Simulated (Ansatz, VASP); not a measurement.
# Pd in VASP and in Ansatz

```xyz
1
Lattice="0.0000 1.9721 1.9721 1.9721 0.0000 1.9721 1.9721 1.9721 0.0000" Properties=species:S:1:pos:R:3 pbc="T T T"
Pd    0.0000    0.0000    0.0000
```

Alike in both runs: task single point; functional PBEsol; k mesh 12 × 12 × 12; occupations fermi-dirac, width 0.1 eV; no spin polarisation.

```csv
,VASP,Ansatz
version,VASP 6.6.1,Ansatz 0.2.0
potentials or method,"VASP PAW PBE potentials, release 64 (Pd)","plane waves, PAW"
plane-wave cutoff (eV),520,500
valence electrons in the cell,10,18
```

Ansatz gave:

* pressure (GPa): -9.2

Task: Estimate VASP's values.

Result: Pressure (GPa): -9.4.

The functional is the same, so the differences come from potentials, cutoffs and numerics. The two sets of potentials don't hold the same shells in valence.

Caveats: the PAW data sets were made with another functional, which shifts forces and pressure a little (VASP).
